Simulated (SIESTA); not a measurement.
## BaTe under changes of volume

One of the cells (39.652 Å³/atom); the others are scaled copies at fixed shape and fractional positions:

```
Ba Te
1.0
     0.00000    3.41000    3.41000
     3.41000    0.00000    3.41000
     3.41000    3.41000    0.00000
Ba Te
1 1
Direct
  0.00000 0.00000 0.00000
  0.50000 0.50000 0.50000
```

```yaml
Program: SIESTA 5.4.2
Functional: LDA
Potentials_or_basis: PseudoDojo 0.4 standard (LDA files)
Basis: DZP (energy shift 0.003 Ry; two zetas on semicore shells; d shell added on Ba)
Grid_cutoff: 500 Ry
Energy_shift: 0.003 Ry
k_mesh: 7 × 7 × 7
Occupations: fermi-dirac, width 0.05 eV
Spin: no spin polarisation
```

```tsv
volume (Å³/atom)	energy over the lowest point (meV/atom)	pressure (GPa)	gap on the mesh (eV)
37.273	51.01	4.4	1.09
38.066	31.98	3.3	1.16
38.859	17.77	2.4	1.22
39.652	8.02	1.6	1.28
40.445	2.23	0.8	1.33
41.238	0.00	0.1	1.38
42.031	?	?	?
```

Problem. What does the run at 42.031 Å³/atom give?

Solution. Energy over the lowest point 1.04 meV/atom; pressure -0.5 GPa; gap on the mesh 1.42 eV.

Worked out: A Birch-Murnaghan fit of order 3 (a polynomial in V^(-2/3)) to the other rows has its minimum at 41.37 Å³/atom, just outside them, with B0 = V·E''(V) = 34 GPa and B' = 4.3. It gives 1.03 meV/atom at 42.031 Å³/atom, against the run's 1.04, and -dE/dV = -0.5 GPa, against -0.5. A straight line through the other rows of the gap, of slope 2.86 eV per unit of ln V, extrapolates to 1.44 eV, against the run's 1.42.

Energies are extrapolated to zero smearing.

Caveats: this set's barium file shifts pressures by up to 1 GPa against other sets; spin-orbit coupling is left out, which moves the levels of the heavy elements; an odd mesh through Γ misses points on the zone boundary, where band edges often lie; the basis of atomic orbitals isn't converged, which shifts pressures, moduli and gaps.
